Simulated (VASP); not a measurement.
Write the native input for VASP 6.6.1 that does the following.

```yaml
Task: single point
Functional: LDA
Potentials_or_basis: VASP PAW LDA potentials, release 64 (K_sv, Mg, F)
Cutoff: 520 eV
k_mesh: 6 × 6 × 6
Occupations: gaussian, width 0.05 eV
Spin: no spin polarisation
Dipole_correction: no
Further_INCAR_settings: ALGO = Normal; EDIFF = 1e-06; NBANDS = 24
```

The structure of KMgF3 lies in POSCAR:

```
KMgF3
1.0
    3.9859000000      0.0000000000      0.0000000000
    0.0000000000      3.9859000000      0.0000000000
    0.0000000000      0.0000000000      3.9859000000
K Mg F
1 1 3
Direct
    0.5000000000      0.5000000000      0.5000000000
    0.0000000000      0.0000000000      0.0000000000
    0.5000000000      0.0000000000      0.0000000000
    0.0000000000      0.5000000000      0.0000000000
    0.0000000000      0.0000000000      0.5000000000
```

These files were run (other wordings do the same):

INCAR

```
  PREC = Accurate
  ENCUT = 520
  EDIFF = 1E-6
  ISMEAR = 0
  SIGMA = 0.05
  LREAL = False
  LASPH = True
  NELM = 80
  ALGO = Normal
  ISIF = 2
  LWAVE = False
  LCHARG = False
  NBANDS = 24
```

KPOINTS

```
Automatic mesh
0
Gamma
  6 6 6
```

Potentials or basis: VASP PAW LDA potentials, release 64 (K_sv, Mg, F).

The run is started by

```sh
$ cat potpaw_LDA.64/K_sv/POTCAR potpaw_LDA.64/Mg/POTCAR potpaw_LDA.64/F/POTCAR > POTCAR
$ mpirun -np 1 vasp_std > vasp.out
```

It gave:

```json
{"Pressure": "-5.3 GPa", "Band gap on the k mesh": "6.96 eV, indirect (least direct gap 7.28 eV)"}
```

Run time: 13 s on 1 thread of Intel(R) Xeon(R) Platinum 8488C (Sapphire Rapids), on a shared host, peak memory 0.16 GiB.
